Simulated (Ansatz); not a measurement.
# AlRu (rocksalt type): the cost of one run

Program: Ansatz 0.2.0. Level of theory: DFT, PBE, all-electron LAPW, scalar-relativistic. These are calculated values, not measurements.

**1. The starting structure**

It takes space group Fm-3m (No. 225, cubic). Conventional cell: a = 4.244 Å, b = 4.244 Å, c = 4.244 Å, α = 90.00°, β = 90.00°, γ = 90.00°. Around Ru (site symmetry m-3m) lie 6 Al at 2.12 Å. Al (site symmetry m-3m) is surrounded by 6 Ru at 2.12 Å.

Structure file:

```cif
data_structure
_symmetry_space_group_name_H-M 'Fm-3m'
_symmetry_Int_Tables_number 225
_cell_length_a 4.2435
_cell_length_b 4.2435
_cell_length_c 4.2435
_cell_angle_alpha 90.000
_cell_angle_beta 90.000
_cell_angle_gamma 90.000
_cell_volume 76.42
loop_
_atom_site_label
_atom_site_type_symbol
_atom_site_symmetry_multiplicity
_atom_site_Wyckoff_symbol
_atom_site_fract_x
_atom_site_fract_y
_atom_site_fract_z
_atom_site_occupancy
Ru1 Ru 4 a 0.00000 0.00000 0.00000 1
Al1 Al 4 b 0.50000 0.00000 0.00000 1
```

The file gives the conventional cell by its symmetry; the runs use the cell typed in the input.

Atoms are numbered in the order of the input: Ru1, Al2.

**2. Rocksalt relaxed under pressure, LAPW**

File input.yaml:

```yaml
crystal:
  lattice:
    - [0.0, 2.1217598187, 2.1217598187]
    - [2.1217598187, 0.0, 2.1217598187]
    - [2.1217598187, 2.1217598187, 0.0]
  atoms:
    - { symbol: Ru, position: [0.0, 0.0, 0.0] }
    - { symbol: Al, position: [0.5, 0.5, 0.5] }
kpoints:
  mp_grid: { grid: [15, 15, 15] }
scf:
  occupations: { method: fermi_dirac, width: 0.1 }
hamiltonian:
  xc: pbe
  pseudopotentials: { kind: all_electron, lapw: { basis_error: 0.0005 } }
output:
  forces: true
  stress: true
  eigenvalues: true
relax:
  f_tol: 0.005
  max_steps: 12
  cell: { p_target: 190.0, stress_tol: 0.095 }
```

Run with:

```console
$ ansatz run input.yaml --threads 1 --pin off --max-ram 3584MiB --backend cpu --events-out ev --progress --plain --runs-dir out
```

What time and memory should one allow on 1 thread of Intel Xeon Platinum 8375C at 2.90GHz (Ice Lake), shared host?

About 82 s, with a peak of 0.64 GiB.
